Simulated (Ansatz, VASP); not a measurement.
AlN in VASP and in Ansatz

```
CELL_PARAMETERS angstrom
3.07080 0.00000 0.00000
-1.53540 2.65939 0.00000
0.00000 0.00000 4.90115
ATOMIC_POSITIONS crystal
Al 0.33333 0.66667 0.99659
Al 0.66667 0.33333 0.49659
N 0.33333 0.66667 0.37941
N 0.66667 0.33333 0.87941
```

Alike in both runs: functional PBE; k mesh 13 × 13 × 7; occupations fermi-dirac, width 0.05 eV; no spin polarisation.

Ansatz relaxed the structure, and its values are those at the end. VASP's run is a single point on that final structure, the one shown.

|  | VASP | Ansatz |
| --- | --- | --- |
| version | VASP 6.6.1 | Ansatz 0.2.0 |
| potentials or method | VASP PAW PBE potentials, release 64 (Al, N) | PAW with Ansatz's default frozen-core files, scalar-relativistic |
| plane-wave cutoff (eV) | 520 | 420 |
| valence electrons in the cell | 16 | 16 |

Ansatz gave:

- gap on the k mesh at the Fermi level (eV): 4.55
- pressure (GPa): 13.4

Task: Estimate VASP's values.

Result: gap on the k mesh at the Fermi level (eV): 4.56; pressure (GPa): 13.2.

With one functional, cell and mesh, what is left measures potentials, basis and numerics.

Caveats: an odd mesh through Γ misses points on the zone boundary, where band edges often lie. A hybrid or GW would open this gap; PBE tends to underestimate it.
